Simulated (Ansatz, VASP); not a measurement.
HfO2: VASP beside Ansatz

```
CELL_PARAMETERS angstrom
3.60332 0.00000 0.00000
0.00000 3.60332 0.00000
0.00000 0.00000 5.25063
ATOMIC_POSITIONS crystal
Hf 0.50000 0.50000 0.50000
Hf 0.00000 0.00000 0.00000
O 0.00000 0.50000 0.69501
O 0.50000 0.00000 0.80499
O 0.50000 0.00000 0.30499
O 0.00000 0.50000 0.19501
```

Alike in both runs: functional PBE; k mesh 6 × 6 × 4; occupations gaussian, width 0.1 eV; no spin polarisation.

Ansatz relaxed the structure, and its values are those at the end. VASP's run is a single point on that final structure, the one shown.

|  | VASP | Ansatz |
| --- | --- | --- |
| version | VASP 6.6.1 | Ansatz 0.2.0 |
| potentials or method | VASP PAW PBE potentials, release 64 (Hf_pv, O) | scalar-relativistic, plane waves, PAW |
| plane-wave cutoff (eV) | 520 | 420 |
| valence electrons in the cell | 44 | 76 |

|  | VASP | Ansatz | Ansatz less VASP |
| --- | --- | --- | --- |
| gap on the k mesh at the Fermi level (eV) | 4.63 | 4.65 | +0.022 |
| least direct gap on the mesh (eV) | 4.70 | 4.72 | +0.015 |
| pressure (GPa) | -2.9 | 0.2 | +3.17 |
| rms of the force components (eV/Å) | 0.035 | 0.012 | -0.0226 |

The two sets of potentials don't hold the same shells in valence.

Caveats: spin-orbit coupling is left out, which moves the levels of the heavy elements. PBE gaps usually lie below the measured ones, often by a third to a half. A k mesh can miss the band edges.
